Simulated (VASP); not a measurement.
Set up this calculation in VASP 6.6.1, as the native input.

```yaml
Task: single point
Functional: PBE
Potentials_or_basis: VASP PAW PBE potentials, release 64 (Al)
Cutoff: 520 eV
k_mesh: 36 × 36 × 36
Occupations: fermi-dirac, width 0.1 eV
Spin: no spin polarisation
Further_INCAR_settings: ALGO = Fast; EDIFF = 1e-06; NBANDS = 8
```

The structure of Al lies in POSCAR:

```
Al
1.0
    0.0000000000      2.0250000000      2.0250000000
    2.0250000000      0.0000000000      2.0250000000
    2.0250000000      2.0250000000      0.0000000000
Al
1
Direct
    0.0000000000      0.0000000000      0.0000000000
```

These files were run (other wordings do the same):

INCAR

```
  PREC = Accurate
  ENCUT = 520
  EDIFF = 1E-6
  ISMEAR = -1
  SIGMA = 0.1
  LREAL = False
  LASPH = True
  NELM = 80
  ALGO = Fast
  ISIF = 2
  LWAVE = False
  LCHARG = True
  GGA = PE
  LELF = True
  LVHAR = True
  NBANDS = 8
```

KPOINTS

```
regular mesh
0
Gamma
  36 36 36
```

Potentials or basis: VASP PAW PBE potentials, release 64 (Al).

Command:

```bash
$ cat potpaw_PBE.64/Al/POTCAR > POTCAR
$ mpirun -np 1 vasp_std > vasp.out
```

Results of the run:

- Pressure: -0.5 GPa
- Band gap on the k mesh: none (metal or under the smearing width)

Wall time 56 s on 1 thread of Intel(R) Xeon(R) Platinum 8488C (Sapphire Rapids) (shared host), peak memory 0.25 GiB.
